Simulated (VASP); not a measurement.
# Cu (Fm-3m) in VASP: settings compared, part 3 of 3

VASP 6.6.1. The steps go on from the part before.

## (6) Phonon dispersion, PBEsol

This run uses another cell than the first one: it holds 27 atoms, not 1.

The input, INCAR:

```
SYSTEM = Cu
PREC     = Accurate       ! precision mode
ENCUT    = 520            ! plane-wave cutoff, eV
EDIFF    = 1E-7           ! SCF threshold, eV
ISMEAR   = 1              ! smearing method
SIGMA    = 0.1            ! smearing width, eV
LREAL    = Auto         
LASPH    = .True.         ! aspherical terms in the spheres
NELM     = 80             ! most SCF steps
ALGO     = Normal         ! electronic algorithm
ISIF     = 2              ! what is computed and relaxed
LWAVE    = .False.        ! write WAVECAR
LCHARG   = .False.        ! write CHGCAR
GGA      = PS             ! functional
KPAR     = 4            
IBRION   = 6              ! ionic algorithm
NFREE    = 2            
POTIM    = 0.015          ! step
NSW      = 1              ! ionic steps
LPHON_DISPERSION= .True.       
PHON_NWRITE= -3
```

The input, KPOINTS:

```
regular mesh
0
Gamma
  4 4 4
  0 0 0
```

The input, POSCAR:

```
Cu
1.0
    0.0000000000      5.4225000000      5.4225000000
    5.4225000000      0.0000000000      5.4225000000
    5.4225000000      5.4225000000      0.0000000000
Cu
27
Direct
    0.0000000000      0.0000000000      0.0000000000
    0.0000000000      0.0000000000      0.3333333333
    0.0000000000      0.0000000000      0.6666666667
    0.0000000000      0.3333333333      0.0000000000
    0.0000000000      0.3333333333      0.3333333333
    0.0000000000      0.3333333333      0.6666666667
    0.0000000000      0.6666666667      0.0000000000
    0.0000000000      0.6666666667      0.3333333333
    0.0000000000      0.6666666667      0.6666666667
    0.3333333333      0.0000000000      0.0000000000
    0.3333333333      0.0000000000      0.3333333333
    0.3333333333      0.0000000000      0.6666666667
    0.3333333333      0.3333333333      0.0000000000
    0.3333333333      0.3333333333      0.3333333333
    0.3333333333      0.3333333333      0.6666666667
    0.3333333333      0.6666666667      0.0000000000
    0.3333333333      0.6666666667      0.3333333333
    0.3333333333      0.6666666667      0.6666666667
    0.6666666667      0.0000000000      0.0000000000
    0.6666666667      0.0000000000      0.3333333333
    0.6666666667      0.0000000000      0.6666666667
    0.6666666667      0.3333333333      0.0000000000
    0.6666666667      0.3333333333      0.3333333333
    0.6666666667      0.3333333333      0.6666666667
    0.6666666667      0.6666666667      0.0000000000
    0.6666666667      0.6666666667      0.3333333333
    0.6666666667      0.6666666667      0.6666666667
```

The input, QPOINTS:

```
path GXWKGLUWLK,UX
8
line-mode
reciprocal
 0.0000000000  0.0000000000  0.0000000000  G
 0.5000000000  0.0000000000  0.5000000000  X

 0.5000000000  0.0000000000  0.5000000000  X
 0.5000000000  0.2500000000  0.7500000000  W

 0.5000000000  0.2500000000  0.7500000000  W
 0.3750000000  0.3750000000  0.7500000000  K

 0.3750000000  0.3750000000  0.7500000000  K
 0.0000000000  0.0000000000  0.0000000000  G

 0.0000000000  0.0000000000  0.0000000000  G
 0.5000000000  0.5000000000  0.5000000000  L

 0.5000000000  0.5000000000  0.5000000000  L
 0.6250000000  0.2500000000  0.6250000000  U

 0.6250000000  0.2500000000  0.6250000000  U
 0.5000000000  0.2500000000  0.7500000000  W

 0.5000000000  0.2500000000  0.7500000000  W
 0.5000000000  0.5000000000  0.5000000000  L

 0.5000000000  0.5000000000  0.5000000000  L
 0.3750000000  0.3750000000  0.7500000000  K

 0.6250000000  0.2500000000  0.6250000000  U
 0.5000000000  0.0000000000  0.5000000000  X
```

Potentials or basis: VASP PAW PBE potentials, release 64 (Cu).

Launch:

```console
cat potpaw_PBE.64/Cu/POTCAR > POTCAR
mpirun -np 4 vasp_std > vasp.out
```

OUTCAR:

```text
SYSTEM = Cu
   PREC = Accurate
   ENCUT = 520
   EDIFF = 1E-7
   ISMEAR = 1
   LREAL = Auto
   LASPH = .True.
   NELM = 80
   ISIF = 2
   GGA = PS
   IBRION = 6
   NFREE = 2
   POTIM = 0.015
   NSW = 1

 ion  position               nearest neighbor table
   1  0.000  0.000  0.000-   2 2.56   3 2.56   4 2.56   6 2.56   7 2.56   8 2.56  10 2.56  12 2.56
                            16 2.56  19 2.56  20 2.56  22 2.56
   2  0.000  0.000  0.333-   1 2.56   4 2.56   5 2.56   8 2.56  10 2.56  11 2.56  17 2.56  20 2.56
                            23 2.56  21 2.56   9 2.56   3 2.56
   3  0.000  0.000  0.667-   1 2.56   6 2.56   7 2.56   9 2.56  12 2.56  18 2.56  19 2.56  21 2.56
                            24 2.56  11 2.56   5 2.56   2 2.56
   4  0.000  0.333  0.000-   1 2.56   2 2.56   5 2.56   6 2.56  10 2.56  13 2.56  15 2.56  22 2.56
                            23 2.56   9 2.56  25 2.56   7 2.56
   5  0.000  0.333  0.333-   2 2.56   4 2.56  11 2.56  13 2.56  14 2.56  23 2.56   3 2.56   7 2.56
                            24 2.56  26 2.56   6 2.56   8 2.56
   6  0.000  0.333  0.667-   1 2.56   3 2.56   4 2.56  12 2.56  15 2.56  22 2.56  24 2.56  14 2.56
[... 2544 lines left out ...]
  free  energy   TOTEN  =      -116.0262546001 eV

  energy  without entropy=     -116.0365846917  energy(sigma->0) =     -116.02969796

 INTERNAL STRAIN TENSORS FROM DISPLACED ATOMS
 ============================================

 INTERNAL STRAIN TENSOR FOR ION    1 for displacements in x,y,z  (eV/Angst):
          X           Y           Z          XY          YZ          ZX
  --------------------------------------------------------------------------------
  x    -0.00000    -0.00000    -0.00000     0.00000     0.00000    -0.00000
  y    -0.00000    -0.00000    -0.00000    -0.00000     0.00000     0.00000
  z    -0.00000    -0.00000    -0.00000     0.00000    -0.00000     0.00000
[... 8 lines left out ...]
 INTERNAL STRAIN TENSOR FOR ION   27 for displacements in x,y,z  (eV/Angst):
          X           Y           Z          XY          YZ          ZX
  --------------------------------------------------------------------------------
  x    -0.00000    -0.00000    -0.00000     0.00000     0.00000    -0.00000
  y    -0.00000    -0.00000    -0.00000    -0.00000     0.00000     0.00000
  z    -0.00000    -0.00000    -0.00000     0.00000    -0.00000     0.00000

 Eigenvectors and eigenvalues of the dynamical matrix
   1 f  =    6.280955 THz    39.464402 2PiTHz  209.510098 cm-1    25.975930 meV
   2 f  =    6.280955 THz    39.464402 2PiTHz  209.510098 cm-1    25.975930 meV
   3 f  =    6.280955 THz    39.464402 2PiTHz  209.510098 cm-1    25.975930 meV
   4 f  =    6.280955 THz    39.464402 2PiTHz  209.510098 cm-1    25.975930 meV
   5 f  =    6.280955 THz    39.464402 2PiTHz  209.510098 cm-1    25.975930 meV
   6 f  =    6.280955 THz    39.464402 2PiTHz  209.510098 cm-1    25.975930 meV
[... 22 lines left out ...]
  29 f  =    5.976049 THz    37.548625 2PiTHz  199.339549 cm-1    24.714943 meV
  30 f  =    5.976049 THz    37.548625 2PiTHz  199.339549 cm-1    24.714943 meV

 ELASTIC MODULI CONTR FROM IONIC RELAXATION (kBar)
 Direction    XX          YY          ZZ          XY          YZ          ZX
 --------------------------------------------------------------------------------
 XX          -0.0000     -0.0000     -0.0000     -0.0000      0.0000      0.0000
 YY          -0.0000      0.0000      0.0000     -0.0000      0.0000      0.0000
 ZZ           0.0000      0.0000     -0.0000     -0.0000      0.0000      0.0000
 XY          -0.0000      0.0000     -0.0000      0.0000     -0.0000     -0.0000
 YZ          -0.0000     -0.0000      0.0000      0.0000      0.0000      0.0000
 ZX           0.0000     -0.0000      0.0000     -0.0000     -0.0000      0.0000
 --------------------------------------------------------------------------------
[... 633 lines left out ...]
 q-point No.           q_x           q_y           q_z  q-path length
          80      0.500000      0.000000      0.500000       1.775712
  frequencies
   [THz]           5.045139      5.045139      7.118345
   [2Pi THz]      31.699542     31.699542     44.725881
   [cm-1]        168.287719    168.287719    237.442436
   [meV]          20.865009     20.865009     29.439097
```

OSZICAR:

```text
N       E                     dE             d eps       ncg     rms          rms(c)
DAV:   1     0.335403119987E+04    0.33540E+04   -0.11620E+05  2848   0.298E+03
[... 30 lines left out ...]
DAV:   2    -0.116026864757E+03   -0.77547E-02   -0.81669E-02  7088   0.160E+00    0.201E-01
DAV:   3    -0.116026664459E+03    0.20030E-03   -0.32469E-03  4962   0.846E-01    0.127E-01
DAV:   4    -0.116026494188E+03    0.17027E-03   -0.60109E-04  5112   0.216E-01    0.999E-02
DAV:   5    -0.116026266471E+03    0.22772E-03   -0.80457E-04  7048   0.269E-01    0.288E-02
DAV:   6    -0.116026258677E+03    0.77940E-05   -0.79325E-05  5168   0.226E-01    0.170E-02
DAV:   7    -0.116026255143E+03    0.35341E-05   -0.24156E-05  5972   0.876E-02    0.839E-03
DAV:   8    -0.116026254585E+03    0.55793E-06   -0.10040E-05  6860   0.242E-02    0.267E-03
DAV:   9    -0.116026254600E+03   -0.14741E-07   -0.90390E-07  5056   0.149E-02
   3 F= -.11602625E+03 E0= -.11602970E+03  d E =0.103301E-01
```

stdout:

```text
POSCAR found type information on POSCAR Cu
 POSCAR found :  1 types and      27 ions
 scaLAPACK will be used
 -----------------------------------------------------------------------------
|                                                                             |
|                                                                             |
|     You enforced a specific xc type in the INCAR file but a different       |
|     I HOPE YOU KNOW WHAT YOU ARE DOING!                                     |
|                                                                             |
 -----------------------------------------------------------------------------

 LDA part: xc-table for (Slater+PW92), standard interpolation
 POSCAR, INCAR and KPOINTS ok, starting setup
 FFT: planning ... GRIDC
 FFT: planning ... GRID_SOFT
 FFT: planning ... GRID
 WAVECAR not read
 entering main loop
 Found     1 degrees of freedom:
 Finite differences POTIM= 0.01500 DOF=   1
 bond charge predicted
 Finite differences progress:
 bond charge predicted
 Finite differences progress:
```

It took 32 min on 4 MPI ranks of Intel Xeon Platinum 8375C at 2.90GHz (Ice Lake), shared host; peak memory 0.98 GiB.

Results:

| Property | Result |
| --- | --- |
| Highest phonon frequency | 238 cm⁻¹ |

Phonon frequencies in cm⁻¹ (negative: imaginary):
| q point | frequencies |
| --- | --- |
| (0.000, 0.000, 0.000) | 0 0 0 |
| (0.500, 0.000, 0.500) | 168 168 237 |
| (0.500, 0.214, 0.714) | 163 192 207 |
| (0.411, 0.339, 0.750) | 153 191 213 |
| (0.161, 0.161, 0.321) | 82 116 169 |
| (0.214, 0.214, 0.214) | 75 75 154 |
| (0.536, 0.429, 0.536) | 114 125 234 |
| (0.607, 0.250, 0.643) | 151 191 214 |
| (0.500, 0.250, 0.750) | 163 199 199 |
| (0.500, 0.500, 0.500) | 107 107 238 |
| (0.393, 0.393, 0.714) | 145 190 212 |
| (0.536, 0.071, 0.536) | 167 171 235 |

Phonon frequencies at the corners of the path (cm⁻¹, interpolated; i marks imaginary ones):
```
point  frequencies
    Γ        0 0 0
    X  168 168 237
    W  163 199 199
    K  150 191 215
    L  107 107 238
    U  150 191 215
```
